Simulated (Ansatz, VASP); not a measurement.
LiF: VASP beside Ansatz

```
Li F
1.0
     0.00000    2.00048    2.00048
     2.00048    0.00000    2.00048
     2.00048    2.00048    0.00000
Li F
1 1
Direct
  0.00000 0.00000 0.00000
  0.50000 0.50000 0.50000
```

Change from the starting cell: volume scaled by 0.98.

Alike in both runs: task single point; functional PBE; k mesh 10 × 10 × 10; occupations fermi-dirac, width 0.03 eV; no spin polarisation.

|  | VASP | Ansatz |
| --- | --- | --- |
| version | VASP 6.6.1 | Ansatz 0.2.0 |
| potentials or method | VASP PAW PBE potentials, release 64 (Li_sv, F), cutoff 520 eV | all-electron LAPW, scalar-relativistic |

Ansatz gave:

| Quantity | Value |
| --- | --- |
| gap on the k mesh at the Fermi level (eV) | 9.25 |

Problem. Which values does VASP return?

Solution. gap on the k mesh at the Fermi level (eV): 9.28.

Ansatz ran all-electron here, so the differences hold the error of VASP's frozen core and of both bases.

 A k mesh can miss the band edges.
